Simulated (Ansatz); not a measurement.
Runs of Ansatz 0.2.0 on Sb. It takes space group I4/mmm (No. 139, tetragonal). Conventional cell: a = 3.153 Å, b = 3.153 Å, c = 5.424 Å, α = 90.00°, β = 90.00°, γ = 90.00°. Sb (site symmetry 4/mmm) has 12 Sb at 3.15 to 3.51 Å as nearest neighbours. This isn't the form of Sb at room conditions, which is rhombohedral.

```csv
task,potentials or basis,spin,cutoff (eV),points for each segment of the path,gap on the mesh (eV),pressure (GPa),V0 of scaled cells (Å³/atom),B0 (GPa)
equation of state,Ansatz PAW earlier set,off,460,-,-,-,26.45,68
equation of state,JTH PAW,off,1950,-,-,-,26.44,68
band structure,Ansatz PAW,off,420,14,none,(a),-,-
equation of state,PseudoDojo standard,off,1088,-,-,-,26.41,68
band structure,Ansatz PAW,"SOC, no magnetisation",420,14,none,-1.1,-,-
equation of state,Ansatz PAW,off,420,-,-,-,26.44,68
equation of state,PseudoDojo stringent,off,1361,-,-,-,(b),68
```

Alike in all rows: level PBEsol; cell as given; k mesh 12 × 12 × 12; smearing fermi-dirac 0.05 eV.

Problem. Estimate the missing entries.

Solution. (a) -1.3; (b) 26.52.

Caveats: the cell was scaled at fixed shape and fractional positions, which overstates the stiffness of a crystal with free parameters, most of all of layers and chains (some runs); the PAW data sets come from PBE, with cores solved anew for the run's functional, which leaves a small shift of forces and pressure (some runs); spin-orbit coupling is left out, which moves the levels of the heavy elements (some runs).

A k mesh can miss the band edges, and rows without SOC leave out spin-orbit coupling on Sb.

A gap of «none» marks a metal or a gap under the smearing width.
